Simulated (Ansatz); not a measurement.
Pt:

```xyz
2
Lattice="2.7607 0.0000 0.0000 -1.3803 2.3908 0.0000 0.0000 0.0000 4.7921" Properties=species:S:1:pos:R:3 pbc="T T T"
Pt    0.0000    1.5939    1.1980
Pt    1.3803    0.7969    3.5941
```

This isn't the form of Pt at room conditions, which is fcc.

A run of Ansatz 0.2.0 on this cell left the log below. Logs are shortened: lines on timing, memory, paths and dates and some standing lists are left out, and cuts for length are marked.

```text
Warning: RAYON_NUM_THREADS=2 ignored (pool sized by the plan → 2); use --threads N
scf.n_extra_bands = 6 over 18 filled bands (N_el = 36.0): the run solves 24 bands
Engine: ansatz 0.2.0, x86_64-unknown-linux-gnu
Pseudopotentials: kind: paw
Pseudopotential: Pt, paw, valence charge 18, recommended cutoff 420 eV (normal), Pt.paw.azcp
Functional definition: PBEsol
  exchange = pbesol_x
  correlation = pbesol_c
Crystal: 2 atoms, lattice volume = 31.629 Å³
Basis set: ecut = 420 eV, 623 PW (Γ), exchange–correlation on 40×40×72 points (8 copies of the dense FFT grid, shifted against one another)
Bands: 24, of which v1, the nominal top of the filled ones, is band 18 counted from 1 (17 counted from 0)
Symmetry: 24 space group operations
Space group: P63/mmc (ITA 194), of the structure as read, at distance tolerance 3.2e-5 Å
k-points: 64 of 726
Non-local potential: Pt, projectors of the file, l = 0: 3, l = 1: 2, l = 2: 2, l = 3: 1
PAW form: soft (Blöchl's): semilocal exchange-correlation on the pseudo side does not see the compensation charge
PAW frozen core: Pt, regenerated for the run's functional, and the local potential with it (the file was generated under x = pbe(κ = 0.804, μ = 0.2195149727645171), c = pbe(β = 0.06672455060314922))
PAW one-centre angular grid: Pt, 590 points (default); XC on 64 Gauss nodes
Initial density: superposition of atomic densities (neutral atoms: chi_scale 0, normalization atom), corrected by the library's trained network
Initial wavefunctions: pseudopotential atomic-orbital guess
Functional: x = pbesol(κ = 0.804, μ = 0.12345679012345678), c = pbesol(β = 0.046)
SCF iter   1: F=—  HF=-24767.472187 eV  |F-HF|=—  |Δ(HF+E_count)|=         —  Δρ=9.02e-3  dr2=1.59e-2  ethr=1.77e-3  ⟨swp⟩=5.4  Hψ=6092  notcnv=0  defer=14
preconditioner: auto → Kerker (q_TF=auto, 2.788 Å⁻¹)  [metal: Δε(μ)=0.004 eV  Ē_g=11.665 eV  σ=0.050 eV  W_gap=0.02  n_scr=10 (ndim 8)  ℏωp=29.5 eV  f_vac=0.000  D(μ)=4.41/eV (n_scr^D=66)]
SCF iter   2: F=—  HF=-24767.470630 eV  |F-HF|=—  |Δ(HF+E_count)|=   1.56e-3  Δρ=4.58e-3  dr2=4.19e-3  ethr=4.43e-5  ⟨swp⟩=2.3  Hψ=2497  notcnv=0  defer=20
SCF iter   3: F=—  HF=-24767.469746 eV  |F-HF|=—  |Δ(HF+E_count)|=   8.84e-4  Δρ=5.93e-4  dr2=6.45e-5  ethr=1.16e-5  ⟨swp⟩=2.0  Hψ=2046  notcnv=0  defer=20
SCF iter   4: F=—  HF=-24767.469755 eV  |F-HF|=—  |Δ(HF+E_count)|=   8.27e-6  Δρ=1.06e-4  dr2=3.09e-6  ethr=1.79e-7  ⟨swp⟩=1.8  Hψ=1963  notcnv=0  defer=20
SCF iter   5: F=—  HF=-24767.469755 eV  |F-HF|=—  |Δ(HF+E_count)|=   8.35e-8  Δρ=2.84e-5  dr2=1.63e-7  ethr=8.60e-9  ⟨swp⟩=1.5  Hψ=2047  notcnv=0  defer=20
SCF iter   6: F=-24767.469754 eV  HF=-24767.469754 eV  |F-HF|=2.22e-9  |Δ(HF+E_count)|=   2.68e-8  Δρ=6.20e-6  dr2=8.89e-9  ethr=2.78e-10  ⟨swp⟩=6.2  Hψ=5411  notcnv=0
SCF 1 converged in 6 iterations: F = -24767.469754 eV  dr2 = 8.89e-9
  greatest PAW one-centre occupation: 1.000 electrons in one spin orbital (limit 2), on the Pt atom at site 1 (counted from 0), in its partial waves of l = 0
NSCF: frozen V_eff on 129 k-points
SCF converged after 6 iterations
Free energy (F): -24767.469754 eV
Harris-Foulkes:  -24767.469754 eV  (|F-HF|=2.22e-9)
Internal energy: -24767.433718 eV  (E = F + TS)
E sigma→0 (E₀):  -24767.451736 eV
Entropy (-TS):   -0.036036 eV (-18.018 meV/atom)
Fermi energy:    21.761137 eV
--- Per-component energies (eV) ---
  E_band       = -307.211303
  E_kinetic    = 1272.881049
  E_local      = -3058.049045  (includes V_loc(G=0)·N_el)
  E_nonlocal   = 406.110191
  E_hartree    = 1128.310639
  E_xc         = -519.425820
  E_vxc        = -603.157036  (∫ρ·V_xc dr)
  E_paw        = -18632.444299  (= ΣΔE_a)
  E_vpaw       = -581.613927  (= ΣTr[D̂ρ^β])
  E_aug_tail   = 0.000384  (compensation charges beyond the density's cutoff)
  E_ewald      = -5365.390779
  E_core_change = 0.573962  (= ΣΔE_core)
  E_smearing   = -0.036036  (= −TS)
  E_closure    = 0.000000  (closes the sum)
  Σ components = -24767.469754   (vs F -24767.469754, Δ=0.00e0)
--- Forces (eV/Å), atoms counted from 1 ---
  atom   1  Pt     0.00000000    -0.00000000     0.00000000
  atom   2  Pt     0.00000000     0.00000000    -0.00000000
  max |Σ_I F_I| component: 0.00e0 eV/Å
--- Stress (GPa, compression-positive) ---
      -10.289044       0.000000      -0.000000
        0.000000     -10.289044      -0.000000
       -0.000000      -0.000000     -11.340412
  P = ⅓ Tr σ = -10.6395 GPa (-106.395 kbar)
--- Band table (eV; the first three rows and the last of 64) ---
  k-point 0: bands = ["-76.5893", "-76.5704", "-30.8306", "-30.6333", "-30.6333", "-30.5935", "-30.5935", "-30.5025", "11.9998", "14.6689", "17.8054", "18.3407", "18.3407", "18.7070", "18.7070", "19.9659", "19.9659", "20.9618", "21.5491", "21.5491", "26.4013", "36.8010", "37.3666", "38.9501"]
  k-point 1: bands = ["-76.5880", "-76.5716", "-30.8090", "-30.6306", "-30.6306", "-30.5962", "-30.5962", "-30.5249", "12.2352", "14.6274", "17.7486", "18.3099", "18.3099", "18.6404", "18.6404", "19.9887", "20.1347", "20.1347", "21.4988", "21.4988", "27.8226", "36.1546", "38.0558", "38.4780"]
  k-point 2: bands = ["-76.5846", "-76.5751", "-30.7497", "-30.6233", "-30.6233", "-30.6035", "-30.6035", "-30.5857", "12.8862", "14.3862", "17.6560", "18.2864", "18.2864", "18.4887", "18.4887", "18.5530", "20.5331", "20.5331", "21.3164", "21.3164", "30.6490", "35.4218", "37.6509", "37.8636"]
  k-point 63: bands = ["-76.5535", "-76.5535", "-30.9285", "-30.9285", "-30.8492", "-30.8492", "-30.5881", "-30.5881", "16.4967", "16.4967", "17.3075", "17.3075", "18.1280", "18.1280", "19.4813", "19.4813", "21.6195", "21.6195", "27.5271", "27.5271", "28.4165", "28.4165", "31.2629", "31.2629"]
```

Problem. What input gives this log?

Solution. Band structure with PBEsol, no spin polarisation. The files as run (others can give the same):

input.yaml
```yaml
crystal:
  lattice:
    - [2.7606656158, 0.0, 0.0]
    - [-1.3803328079, 2.3908065546, 0.0]
    - [0.0, 0.0, 4.792134]
  atoms:
    - { symbol: Pt, position: [0.3333333333, 0.6666666667, 0.25] }
    - { symbol: Pt, position: [0.6666666667, 0.3333333333, 0.75] }
hamiltonian:
  xc: pbesol
  pseudopotentials: { kind: paw }
kpoints:
  mp_grid: { grid: [11, 11, 6] }
  band_path:
    path:
      - [[0.0, 0.0, 0.0], [0.5, 0.0, 0.0], [0.3333333333, 0.3333333333, 0.0], [0.0, 0.0, 0.0], [0.0, 0.0, 0.5], [0.5, 0.0, 0.5], [0.3333333333, 0.3333333333, 0.5], [0.0, 0.0, 0.5]]
      - [[0.5, 0.0, 0.5], [0.5, 0.0, 0.0]]
      - [[0.3333333333, 0.3333333333, 0.0], [0.3333333333, 0.3333333333, 0.5]]
    npoints: 14
scf:
  occupations: { method: fermi_dirac, width: 0.05 }
  n_extra_bands: 6
output:
  forces: true
  stress: true
  eigenvalues: true
  fatbands: true
```

Potentials or basis: Ansatz PAW.
Command:
```console
$ ansatz run input.yaml --threads 2 --pin off --max-ram 5632MiB --backend cpu --events-out ev --progress --plain --runs-dir out
```

Caveat: spin-orbit coupling is left out, which moves the levels of the heavy elements; the PAW data sets come from PBE, with cores solved anew for the run's functional, which leaves a small shift of forces and pressure.
